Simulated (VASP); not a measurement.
A run of VASP 6.6.1 is set up as follows.

INCAR

```
PREC     = Accurate       # precision mode
ENCUT    = 520            # plane-wave cutoff, eV
EDIFF    = 1E-7           # SCF threshold, eV
ISMEAR   = 0              # smearing method
SIGMA    = 0.1            # smearing width, eV
LREAL    = F              # projectors in reciprocal space
LASPH    = T              # aspherical terms in the spheres
NELM     = 120            # most SCF steps
ALGO     = Normal         # electronic algorithm
ISIF     = 3              # what is computed and relaxed
LWAVE    = F              # write WAVECAR
LCHARG   = F              # write CHGCAR
GGA      = PE             # functional
IBRION   = 2              # ionic algorithm
NSW      = 60             # ionic steps
EDIFFG   = -0.005         # ionic threshold
POTIM    = 0.3            # step
```

Contents of KPOINTS:

```
Automatic mesh
0
Gamma
  19 19 19
```

Contents of POSCAR:

```
W                                       
1.0
   -1.5924766636      1.5924766636      1.5924766636
    1.5924766636     -1.5924766636      1.5924766636
    1.5924766636      1.5924766636     -1.5924766636
  W             
     1
Direct
     0.0000000000000000    0.0000000000000000    0.0000000000000000
```

Potentials or basis: VASP PAW PBE potentials, release 64 (W_sv).

Run with:

```sh
$ cat potpaw_PBE.64/W_sv/POTCAR > POTCAR
$ mpirun -np 1 vasp_std > vasp.out
```

(1) Predict the band gap on the k mesh.

Answers

(1) none (metal or under the smearing width).

Caveat: the relaxation stopped at its first step, so nothing moved.
